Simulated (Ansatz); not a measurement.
# SnO2: the cost of one run

Computed with Ansatz 0.2.0 (DFT r2SCAN, scalar-relativistic, plane waves, PAW, unless a step's input says otherwise).

2 further runs of the same task are left out: 2 set aside as unsound or not needed.

**1. Starting point**

Symmetry: P6_3/mmc, No. 194, hexagonal system. The conventional cell has a = 3.189 Å, b = 3.189 Å, c = 11.109 Å, α = 90.00°, β = 90.00°, γ = 120.00°. Sn (site symmetry -3m) has 6 O at 2.09 Å as nearest neighbours. O (site symmetry 3m) has 3 Sn at 2.09 Å as nearest neighbours.

Structure file:

```cif
data_structure
_symmetry_space_group_name_H-M 'P 1'
_symmetry_Int_Tables_number 1
_cell_length_a 3.1886
_cell_length_b 3.1886
_cell_length_c 11.1094
_cell_angle_alpha 90.000
_cell_angle_beta 90.000
_cell_angle_gamma 120.000
_cell_volume 97.82
loop_
_atom_site_label
_atom_site_type_symbol
_atom_site_fract_x
_atom_site_fract_y
_atom_site_fract_z
_atom_site_occupancy
Sn1 Sn 0.00000 0.00000 0.50000 1
Sn2 Sn 0.00000 0.00000 0.00000 1
O1 O 0.66667 0.33333 0.41077 1
O2 O 0.66667 0.33333 0.08923 1
O3 O 0.33333 0.66667 0.58923 1
O4 O 0.33333 0.66667 0.91077 1
```

It goes back to an entry of the Materials Project, which need not be the stable form.

This cell was relaxed beforehand with the same method: volume 16.30 Å³/atom, gap on the mesh 3.02 eV.

**2. The reference cell**

Reference values: F = -14351.0099 eV; pressure 0.01 GPa; largest force 0.001 eV/Å; gap on the mesh 3.02 eV. It was computed beforehand with the settings of the runs below.

**3. Breaking the symmetry**

All atoms moved at random, sigma 0.02 Å a component, cell strained at random, sigma 0.06. Displacements in the unstrained cell, with the mean shift removed:

| atom | ux (Å) | uy (Å) | uz (Å) |
| --- | --- | --- | --- |
| Sn1 | 0.014 | 0.043 | -0.017 |
| Sn2 | -0.013 | 0.030 | -0.017 |
| O3 | -0.003 | 0.000 | 0.015 |
| O4 | 0.018 | -0.002 | -0.001 |
| O5 | 0.001 | -0.024 | 0.026 |
| O6 | -0.017 | -0.047 | -0.006 |

Strain (xx, yy, zz, yz, xz, xy; engineering shear): (0.0312, 0.0562, -0.0019, 0.0491, -0.1992, -0.1275).

**4. The disturbed cell, one point**

File input.yaml:

```yaml
crystal:
  lattice:
    - [3.2879889935, -0.203252662, -0.3176181666]
    - [-1.8200164654, 3.0183550359, 0.2266307573]
    - [-1.1066083132, 0.2728515764, 11.0885872804]
  atoms:
    - { symbol: Sn, position: [0.0120706178, 0.0156556396, 0.4984364272] }
    - { symbol: Sn, position: [0.0014757282, 0.010972543, -0.0015050574] }
    - { symbol: O, position: [0.6657438956, 0.3331725516, 0.4120993947] }
    - { symbol: O, position: [0.6718925977, 0.3327062939, 0.0891535647] }
    - { symbol: O, position: [0.3292866532, 0.6579092958, 0.5915697869] }
    - { symbol: O, position: [0.3195305075, 0.6495836762, 0.9102458838] }
basis:
  ecutwfc: 500
kpoints:
  mp_grid: { grid: [12, 12, 2] }
hamiltonian:
  xc: r2scan
scf:
  occupations: { method: gaussian, width: 0.05 }
output:
  forces: true
  stress: true
  eigenvalues: true
```

Run with:

```
> ansatz run input.yaml --threads 2 --pin off --max-ram 5120MiB --backend cpu --events-out ev --progress --plain --runs-dir out
```

What time and memory should one allow on 2 threads of Intel Xeon Platinum 8375C at 2.90GHz (Ice Lake), shared host?

About 38 s, with a peak of 0.9 GiB.
